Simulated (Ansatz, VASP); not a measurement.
## SiC in VASP and in Ansatz

```
Si C
1.0
     0.00000    2.34792    2.17400
     2.34792    0.00000    2.17400
     2.34792    2.34792    0.00000
Si C
1 1
Direct
  0.00000 0.00000 0.00000
  0.75000 0.75000 0.75000
```

Change from the starting cell: strain +0.080 along x and y, +0.000 along z, atoms carried along.

Alike in both runs: task single point; functional r2SCAN; k mesh 12 × 12 × 12; occupations gaussian, width 0.05 eV; no spin polarisation.

```csv
,VASP,Ansatz
version,VASP 6.6.1,Ansatz 0.2.0
potentials or method,"VASP PAW PBE potentials, release 64 (Si, C)","scalar-relativistic, plane waves, PAW"
plane-wave cutoff (eV),520,500
valence electrons in the cell,8,8
```

Ansatz gave:

| Quantity | Value |
| --- | --- |
| gap on the k mesh at the Fermi level (eV) | 1.09 |
| least direct gap on the mesh (eV) | 4.63 |
| pressure (GPa) | -25.3 |
| largest component of the traceless stress (GPa) | 11.77 |

Which values does VASP return?

gap on the k mesh at the Fermi level (eV): 1.09; least direct gap on the mesh (eV): 4.65; pressure (GPa): -25.4; largest component of the traceless stress (GPa): 11.81.

Caveats: so large a pressure means that the cell lies far from this level's equilibrium, or that cutoff or potentials fall short (VASP); the potentials were made for another functional, which shifts forces and pressure (VASP). A k mesh can miss the band edges.
